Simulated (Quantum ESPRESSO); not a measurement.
The system is Ru.

```
Ru
1.0
     2.70580    0.00000    0.00000
    -1.35290    2.34329    0.00000
     0.00000    0.00000    4.28190
Ru
2
Direct
  0.66667 0.33333 0.75000
  0.33333 0.66667 0.25000
```

Base run:

```yaml
Program: Quantum ESPRESSO 7.5
Functional: PBE
Potentials_or_basis: PseudoDojo 0.4.1 SR PBE standard
Cutoff: 1143 eV
Density_cutoff: 4572 eV
k_mesh: 11 × 11 × 6
Occupations: fermi-dirac, width 0.05 eV
Spin: no spin polarisation
```

Its results: band gap on the k mesh none (metal or under the smearing width); pressure 5.1 GPa.

Q: After a change of settings the same cell gave: band gap on the k mesh none (metal or under the smearing width); pressure 19.8 GPa. Which change was it?
A. functional from PBE to LDA; potentials or basis from PseudoDojo 0.4.1 SR PBE standard to GBRV 1.5 LDA; cutoff from 1143 eV to 612 eV; density cutoff from 4572 eV to 4898 eV
B. functional from PBE to BLYP
C. functional from PBE to LDA; potentials or basis from PseudoDojo 0.4.1 SR PBE standard to PseudoDojo 0.4.1 SR LDA standard; cutoff from 1143 eV to 1197 eV; density cutoff from 4572 eV to 4789 eV

A: B.

BLYP binds less tightly than PBE, so the same cell stands under more pressure.

Caveats: the potentials were made for another functional, which shifts forces and pressure (some runs); so large a pressure means that the cell lies far from this level's equilibrium, or that cutoff or potentials fall short (some runs).
